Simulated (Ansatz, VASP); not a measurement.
One calculation of Pt, two programs

```
Pt
1.0
     1.40357    0.81035    2.29222
    -1.40357    0.81035    2.29222
     0.00000   -1.62071    2.29222
Pt
1
Cartesian
  0.0000 0.0000 0.0000
```

Alike in both runs: functional PBE; k mesh 24 × 24 × 24; occupations gaussian, width 0.1 eV; no spin polarisation.

Ansatz relaxed the structure, and its values are those at the end. VASP's run is a single point on that final structure, the one shown.

```csv
,VASP,Ansatz
version,VASP 6.6.1,Ansatz 0.2.0
potentials or method,"VASP PAW PBE potentials, release 64 (Pt)","scalar-relativistic, plane waves, PAW"
plane-wave cutoff (eV),520,420
valence electrons in the cell,10,18
```

Ansatz gave:

| Quantity | Value |
| --- | --- |
| gap on the k mesh at the Fermi level (eV) | none |
| pressure (GPa) | 0.0 |

Task: Which values does VASP return?

Result: gap on the k mesh at the Fermi level (eV): none; pressure (GPa): -0.5.

A gap of «none» marks a metal or a gap that the smearing closes. The functional is the same, so the differences come from potentials, cutoffs and numerics. The two sets of potentials don't hold the same shells in valence.

Spin-orbit coupling is left out, which matters for the levels of Pt.
